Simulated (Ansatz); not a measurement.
# BaTiO3: energy above lowest point against volume scale

Results calculated with Ansatz 0.2.0, not measured. Free energy against uniform scaling of the volume at fixed shape and fractions; periodic cell, basis, potentials, k mesh and filling as listed.

The cell before it is scaled or strained (space group R3m, No. 160):
```
cell vectors (Å)
   2.8274     1.6324     2.3184
  -2.8274     1.6324     2.3184
   0.0000    -3.2648     2.3184
atoms (fractions of the cell vectors)
Ba  0.00000  0.00000  0.00000
Ti  0.48450  0.48450  0.48450
O   0.50860  0.50860  0.01750
O   0.01750  0.50860  0.50860
O   0.50860  0.01750  0.50860
```

Settings of every row: functional PBEsol; dispersion none; potentials PAW; wave cutoff 420 eV; density cutoff 1680 eV; k mesh 6x6x6; k shift 0x0x0; occupations fixed; smearing width 0 eV; spin none.

Limits: no spin-orbit coupling, which can matter with elements this heavy.

```csv
row,volume scale,V (Å³/atom),energy above lowest point (meV/atom)
1,0.94,12.07,21.1
2,0.96,12.327,?
3,0.98,12.584,0.8
4,1,12.841,0
5,1.02,13.097,4.6
6,1.04,13.354,14
7,1.06,13.611,27.8
```

Question: what energy above lowest point should row 2 give?

Worked fit of energy above lowest point. Take u = (V_r/V)^(2/3) − 1 with V_r = 12.969 Å³ an atom, which is twice the finite (Eulerian) strain; such expansions in the strain, on which the Birch-Murnaghan equation of state is built, carry the rest volume and the bulk modulus. The shown rows have u = 0.04906, 0.02029, 0.00663, -0.00653, -0.01931, -0.0317. Least squares give energy above lowest point = 1.66 − 349.4 × u + 15068 × u² + 2650 × u³ meV/atom; a parabola predicts inner rows, each left out in turn, worse (root mean square 0.055 against 0.018 meV/atom). All shown rows lie on it to the printed digit. Its lowest point lies at u = 0.0116, or V = 12.75 Å³ an atom, and the curvature there gives the bulk modulus at fixed shape and fractions, B = (4/9)(1 + u)² E″(u)/V = 173 GPa. Letting shape and atoms relax would as a rule lower it, by much in layered, chain or molecular crystals. The withheld row has u = 0.03443, so the fit gives 1.66 − 349.4 × (0.03443) + 15068 × (0.03443)² + 2650 × (0.03443)³ = 7.6 meV/atom.

The calculation gave 7.6 meV/atom. The fit meets it to the printed digit.
